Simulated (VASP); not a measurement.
# HfN (F-43m) in VASP: further runs

One crystal, HfN, is run at these levels: PBEsol; tasks: single point.

All numbers are computed with VASP 6.6.1; they aren't measurements. Logs are shortened: lines on timing, memory, paths and dates and some standing lists are left out, and cuts for length are marked.

## 1. The structure

It takes space group F-43m (No. 216, cubic). The conventional cell has a = 4.910 Å, b = 4.910 Å, c = 4.910 Å, α = 90.00°, β = 90.00°, γ = 90.00°. Hf (site symmetry -43m) is surrounded by 4 N at 2.13 Å. N (site symmetry -43m) is surrounded by 4 Hf at 2.13 Å.

The cell comes from a database or a generator and needn't be the stable form of this composition.

## 2. Single point, PBEsol

Input file INCAR:

```
SYSTEM = HfN
PREC = Accurate ; ENCUT = 400
EDIFF = 1E-7 ; ISMEAR = 0
SIGMA = 0.05 ; LREAL = .False.
LASPH = .True. ; NELM = 100
ALGO = Normal ; ISIF = 2
LWAVE = .False. ; LCHARG = .False.
GGA = PS ; ADDGRID = .False.
```

Input file KPOINTS:

```
Automatic mesh
0
Gamma
  10 10 10
  0 0 0
```

Input file POSCAR:

```
HfN
1.0
    0.0000000000      2.4548220000      2.4548220000
    2.4548220000      0.0000000000      2.4548220000
    2.4548220000      2.4548220000      0.0000000000
Hf N
1 1
Direct
    0.0000000000      0.0000000000      0.0000000000
    0.2500000000      0.2500000000      0.2500000000
```

Potentials or basis: VASP PAW PBE potentials, release 64 (Hf_pv, N).

Run with:

```console
$ cat potpaw_PBE.64/Hf_pv/POTCAR potpaw_PBE.64/N/POTCAR > POTCAR
$ mpirun -np 1 vasp_std > vasp.out
```

OUTCAR:

```text
SYSTEM = HfN
   PREC = Accurate
   ENCUT = 400
   EDIFF = 1E-7
   ISMEAR = 0
   LREAL = .False.
   LASPH = .True.
   NELM = 100
   ISIF = 2
   GGA = PS

 Found     47 irreducible k-points:

 Following reciprocal coordinates:
            Coordinates               Weight
  0.000000  0.000000  0.000000      1.000000
  0.100000  0.000000  0.000000      8.000000
  0.200000  0.000000  0.000000      8.000000
  0.300000  0.000000  0.000000      8.000000
  0.400000  0.000000  0.000000      8.000000
  0.500000  0.000000  0.000000      4.000000
   k-points           NKPTS =     47   k-points in BZ     NKDIM =     47   number of bands    NBANDS=     11
   number of dos      NEDOS =    301   number of ions     NIONS =      2
   total plane-waves  NPLWV =  13824
   dimension x,y,z NGX =    24 NGY =   24 NGZ =   24
   dimension x,y,z NGXF=    48 NGYF=   48 NGZF=   48
   ions per type =               1   1
   NGX,Y,Z   is equivalent  to a cutoff of  11.49, 11.49, 11.49 a.u.
   NGXF,Y,Z  is equivalent  to a cutoff of  22.99, 22.99, 22.99 a.u.
 SYSTEM =  HfN
   PREC   = accura    normal or accurate (medium, high low for compatibility)
   ISTART =      0    job   : 0-new  1-cont  2-samecut
   ICHARG =      2    charge: 1-file 2-atom 10-const
   ISPIN  =      1    spin polarized calculation?
   LNONCOLLINEAR =      F non collinear calculations
   LSORBIT =      F    spin-orbit coupling
   LASPH  =      T    aspherical Exc in radial PAW
   ENCUT  =  400.0 eV  29.40 Ry    5.42 a.u.   5.66  5.66  5.66*2*pi/ulx,y,z
   NELM   =    100;   NELMIN=  2; NELMDL= -5     # of ELM steps
   EDIFF  = 0.1E-06   stopping-criterion for ELM
   LREAL  =      F    real-space projection
   EDIFFG = 0.1E-05   stopping-criterion for IOM
   NSW    =      0    number of steps for IOM
   IBRION =     -1    ionic relax: 0-MD 1-quasi-New 2-CG
   NFREE  =      0    steps in history (QN), initial steepest desc. (CG)
   ISIF   =      2    stress and relaxation
   ISYM   =      2    0-nonsym 1-usesym 2-fastsym
   POTIM  = 0.5000    time-step for ionic-motion
   TEBEG  =    0.0;   TEEND  =   0.0 temperature during run
   PSTRESS=    0.0 pullay stress
   NELECT =      15.0000    total number of electrons
   NUPDOWN=      -1.0000    fix difference up-down
   EMIN   =  10.00;   EMAX   =-10.00  energy-range for DOS
   EFERMI =   0.00;   METHOD = LEGACY
   ISMEAR =     0;   SIGMA  =   0.05  broadening in eV -4-tet -1-fermi 0-gaus
   EFERMI_NEDOS =   21; number of points for ismear=-14 and -15
   IALGO  =     38    algorithm
   IMIX   =      4    mixing-type and parameters
     AMIX     =   0.40;   BMIX     =  1.00
     AMIX_MAG =   1.60;   BMIX_MAG =  1.00
  volume/ion in A,a.u.               =      14.79        99.83
  Fermi-wavevector in a.u.,A,eV,Ry     =   1.305395  2.466839 23.185087  1.704056
  Thomas-Fermi vector in A             =   2.436267
   LORBIT       =      0    0 simple, 1 ext, 2 COOP (PROOUT), +10 PAW based schemes
   GGA     = PS    functional components
   LHFCALC =     F    Hartree Fock is set to
   AEXX    =    0.0000 exact exchange contribution
   IVDW    =     0    specifies the selected vdW correction
   LEPSILON=     F    determine dielectric tensor
   LRPA    =     F    only Hartree local field effects (RPA)
 non-spin polarized calculation
 Gauss-broadening in eV      SIGMA  =   0.05
  energy-cutoff  :      400.00
  volume of cell :       29.59
 maximum number of plane-waves:       548
   NGX = 11   NGY = 11   NGZ = 11

 number of electron      14.9999996 magnetization

 Free energy of the ion-electron system (eV)
  ---------------------------------------------------
  ext. energy  EPLUGINS =         0.00000000
  ---------------------------------------------------
  free energy    TOTEN  =       -22.25477727 eV

  energy without entropy =      -22.25389958  energy(sigma->0) =      -22.25433842

 E-fermi :   5.5855     XC(G=0): -11.3984

 val. band max:        5.5725225181   @ k =   0.3000   0.2000   0.0000
 cond. band min:       5.6565996459   @ k =   0.4000   0.2000   0.0000
 fundamental gap:      0.0840771278
 Fermi energy:         5.5855337823

 k-point     1 :       0.0000    0.0000    0.0000
  band No.  band energies     occupation
      1     -25.4561      2.00000
      2     -25.4561      2.00000
      3     -25.4561      2.00000
      4     -10.5077      2.00000
      5       0.1464      2.00000
      6       0.1464      2.00000
      7       0.1464      2.00000
      8       4.8686      2.00000
      9       7.8039      0.00000
     10       7.8039      0.00000
     11      12.1959      0.00000

 k-point     2 :       0.1000    0.0000    0.0000
  band No.  band energies     occupation
      1     -25.5037      2.00000
      2     -25.4622      2.00000
      3     -25.4622      2.00000
      4     -10.3891      2.00000
      5      -0.0697      2.00000
      6       0.2192      2.00000
      7       0.2192      2.00000
      8       5.4026      2.00000
      9       7.6427      0.00000
     10       7.6427      0.00000
     11      11.9317      0.00000

 k-point     3 :       0.2000    0.0000    0.0000
  band No.  band energies     occupation
      1     -25.6256      2.00000
      2     -25.4780      2.00000
      3     -25.4780      2.00000
      4     -10.0896      2.00000
      5      -0.3981      2.00000
      6       0.3964      2.00000
      7       0.3964      2.00000
      8       6.5433      0.00000
      9       7.4191      0.00000
     10       7.4191      0.00000
     11      11.4031      0.00000

 k-point     4 :       0.3000    0.0000    0.0000
  band No.  band energies     occupation
      1     -25.7714      2.00000
      2     -25.4975      2.00000
      3     -25.4975      2.00000
      4      -9.7463      2.00000
      5      -0.4689      2.00000
      6       0.5822      2.00000
      7       0.5822      2.00000
      8       7.3882      0.00000
      9       7.4929      0.00000
     10       7.4929      0.00000
     11      10.8490      0.00000

 k-point     5 :       0.4000    0.0000    0.0000
  band No.  band energies     occupation
      1     -25.8858      2.00000
      2     -25.5132      2.00000
      3     -25.5132      2.00000
      4      -9.4961      2.00000
      5      -0.2720      2.00000
      6       0.6978      2.00000
      7       0.6978      2.00000
      8       7.3678      0.00000
      9       7.9381      0.00000
     10       7.9381      0.00000
     11      10.0946      0.00000

 k-point     6 :       0.5000    0.0000    0.0000
  band No.  band energies     occupation
      1     -25.9286      2.00000
      2     -25.5191      2.00000
      3     -25.5191      2.00000
      4      -9.4080      2.00000
      5      -0.1240      2.00000
      6       0.7350      2.00000
      7       0.7350      2.00000
      8       7.1468      0.00000
      9       8.3026      0.00000
     10       8.3026      0.00000
     11       9.7766      0.00000

 [... further k-points ...]
[... 5 lines left out ...]
  --------------------------------------------------------------------------------------
  -------------------------------------------------------------------------------------
  Total       -1.5448781     -1.5448781     -1.5448781      0.0000000      0.0000000      0.0000000
  in kB      -83.6594071    -83.6594071    -83.6594071      0.0000000      0.0000000      0.0000000
  external PRESSURE =     -83.6594071 kB  Pullay stress =       0.0000000 kB

 VOLUME and BASIS-vectors are now :
 -----------------------------------------------------------------------------
  energy-cutoff  :      400.00
  volume of cell :       29.59
      direct lattice vectors                 reciprocal lattice vectors
     0.000000000  2.454822000  2.454822000    -0.203680756  0.203680756  0.203680756
     2.454822000  0.000000000  2.454822000     0.203680756 -0.203680756  0.203680756
     2.454822000  2.454822000  0.000000000     0.203680756  0.203680756 -0.203680756

 POSITION                                       TOTAL-FORCE (eV/Angst)
 -----------------------------------------------------------------------------------
      0.00000      0.00000      0.00000        -0.000000     -0.000000     -0.000000
      1.22741      1.22741      1.22741         0.000000      0.000000      0.000000
 -----------------------------------------------------------------------------------
    total drift:                                0.000000      0.000000      0.000000

  FREE ENERGIE OF THE ION-ELECTRON SYSTEM (eV)
  ---------------------------------------------------
  free  energy   TOTEN  =       -22.2547772651 eV

  energy  without entropy=      -22.2538995774  energy(sigma->0) =      -22.25433842
```

Run time: 4.9 s. Hardware: 1 thread of Intel Xeon 6975P-C (Granite Rapids), shared host; peak memory 0.14 GiB.

These settings aren't checked as converged: the numbers below hold their error.

What came out:

- Free energy: -22.2548 eV
- Band gap on the k mesh: none (metal or under the smearing width)

Caveat: the cutoff is under 1.25 times the usual one of these potentials, so pressure, stress and relaxed cells hold a basis-set (Pulay) error; the PAW data sets were made with another functional, which shifts forces and pressure a little.

## 3. Single point, PBEsol

INCAR is that of step 2.

KPOINTS is that of step 2.

Input file POSCAR:

```
HfN
1.0
    0.0000000000      2.4548220000      2.4548220000
    2.4548220000      0.0000000000      2.4548220000
    2.4548220000      2.4548220000      0.0000000000
Hf N
1 1
Direct
    0.0013890000     -0.0035870000      0.0084710000
    0.2560200000      0.2829830000      0.2320270000
```

Potentials or basis: VASP PAW PBE potentials, release 64 (Hf_pv, N).

Run with:

```console
$ cat potpaw_PBE.64/Hf_pv/POTCAR potpaw_PBE.64/N/POTCAR > POTCAR
$ mpirun -np 1 vasp_std > vasp.out
```

OUTCAR:

```text
SYSTEM = HfN
   PREC = Accurate
   ENCUT = 400
   EDIFF = 1E-7
   ISMEAR = 0
   LREAL = .False.
   LASPH = .True.
   NELM = 100
   ISIF = 2
   GGA = PS

 Found    504 irreducible k-points:

 Following reciprocal coordinates:
            Coordinates               Weight
  0.000000  0.000000  0.000000      1.000000
  0.100000  0.000000  0.000000      2.000000
  0.000000  0.100000  0.000000      2.000000
  0.000000  0.000000  0.100000      2.000000
  0.100000  0.100000  0.100000      2.000000
  0.200000  0.000000  0.000000      2.000000
   k-points           NKPTS =    504   k-points in BZ     NKDIM =    504   number of bands    NBANDS=     11
   number of dos      NEDOS =    301   number of ions     NIONS =      2
   total plane-waves  NPLWV =  13824
   dimension x,y,z NGX =    24 NGY =   24 NGZ =   24
   dimension x,y,z NGXF=    48 NGYF=   48 NGZF=   48
   ions per type =               1   1
   NGX,Y,Z   is equivalent  to a cutoff of  11.49, 11.49, 11.49 a.u.
   NGXF,Y,Z  is equivalent  to a cutoff of  22.99, 22.99, 22.99 a.u.
 SYSTEM =  HfN
   PREC   = accura    normal or accurate (medium, high low for compatibility)
   ISTART =      0    job   : 0-new  1-cont  2-samecut
   ICHARG =      2    charge: 1-file 2-atom 10-const
   ISPIN  =      1    spin polarized calculation?
   LNONCOLLINEAR =      F non collinear calculations
   LSORBIT =      F    spin-orbit coupling
   LASPH  =      T    aspherical Exc in radial PAW
   ENCUT  =  400.0 eV  29.40 Ry    5.42 a.u.   5.66  5.66  5.66*2*pi/ulx,y,z
   NELM   =    100;   NELMIN=  2; NELMDL= -5     # of ELM steps
   EDIFF  = 0.1E-06   stopping-criterion for ELM
[... 63 lines left out ...]
      7       0.3180      2.00000
      8       4.8431      2.00000
      9       7.7810      0.00000
     10       7.7934      0.00000
     11      11.5667      0.00000
[... 57 lines left out ...]
 k-point     6 :       0.2000    0.0000    0.0000
  band No.  band energies     occupation
      1     -25.6242      2.00000
      2     -25.4848      2.00000
      3     -25.4596      2.00000
      4     -10.0785      2.00000
      5      -0.4268      2.00000
      6       0.3814      2.00000
      7       0.4791      2.00000
      8       6.3997      0.00000
      9       7.4085      0.00000
     10       7.4748      0.00000
     11      11.4879      0.00000

 [... further k-points ...]
[... 5 lines left out ...]
  --------------------------------------------------------------------------------------
  -------------------------------------------------------------------------------------
  Total       -1.2803777     -1.2472254     -1.2731764     -1.0381913     -0.3872400      0.5947786
  in kB      -69.3359812    -67.5406905    -68.9460087    -56.2209218    -20.9701126     32.2088991
  external PRESSURE =     -68.6075601 kB  Pullay stress =       0.0000000 kB

 VOLUME and BASIS-vectors are now :
 -----------------------------------------------------------------------------
  energy-cutoff  :      400.00
  volume of cell :       29.59
      direct lattice vectors                 reciprocal lattice vectors
     0.000000000  2.454822000  2.454822000    -0.203680756  0.203680756  0.203680756
     2.454822000  0.000000000  2.454822000     0.203680756 -0.203680756  0.203680756
     2.454822000  2.454822000  0.000000000     0.203680756  0.203680756 -0.203680756

 POSITION                                       TOTAL-FORCE (eV/Angst)
 -----------------------------------------------------------------------------------
      2.46681      0.02420      2.44943         0.435953     -0.689636      1.238010
      1.26426      1.19807      1.32316        -0.435953      0.689636     -1.238010
 -----------------------------------------------------------------------------------
    total drift:                                0.000017      0.000106      0.000076

  FREE ENERGIE OF THE ION-ELECTRON SYSTEM (eV)
  ---------------------------------------------------
  free  energy   TOTEN  =       -22.1691340835 eV

  energy  without entropy=      -22.1682018000  energy(sigma->0) =      -22.16866794
```

stdout:

```text
POSCAR found type information on POSCAR HfN
 POSCAR found :  2 types and       2 ions
 scaLAPACK will be used
 -----------------------------------------------------------------------------
|                                                                             |
|                                                                             |
|     You enforced a specific xc type in the INCAR file but a different       |
|     I HOPE YOU KNOW WHAT YOU ARE DOING!                                     |
|                                                                             |
 -----------------------------------------------------------------------------

 LDA part: xc-table for (Slater+PW92), standard interpolation
 POSCAR, INCAR and KPOINTS ok, starting setup
 FFT: planning ... GRIDC
 FFT: planning ... GRID_SOFT
 FFT: planning ... GRID
 WAVECAR not read
 entering main loop
```

Wall time 32 s (1 thread of Intel Xeon 6975P-C (Granite Rapids), shared host); peak memory 0.24 GiB.

The run converged, but some of its settings lie outside the range that counts as converged, so its numbers aren't taken as properties of the crystal.

What came out:

```
Free energy            : -22.1691 eV
Largest force          : 1.483 eV/Å
Band gap on the k mesh : none (metal or under the smearing width)
```

Caveat: the cutoff is under 1.25 times the usual one of these potentials, so pressure, stress and relaxed cells hold a basis-set (Pulay) error; the PAW data sets were made with another functional, which shifts forces and pressure a little.

## 4. For comparison

An earlier run on the cell as given: functional PBEsol; potentials or basis VASP PAW PBE potentials, release 64 (Hf_pv, N); cutoff 520 eV; k mesh 9 × 9 × 9; occupations fermi-dirac, width 0.05 eV; no spin polarisation.

* Pressure: -5.9 GPa
* Band gap on the k mesh: none (metal or under the smearing width)
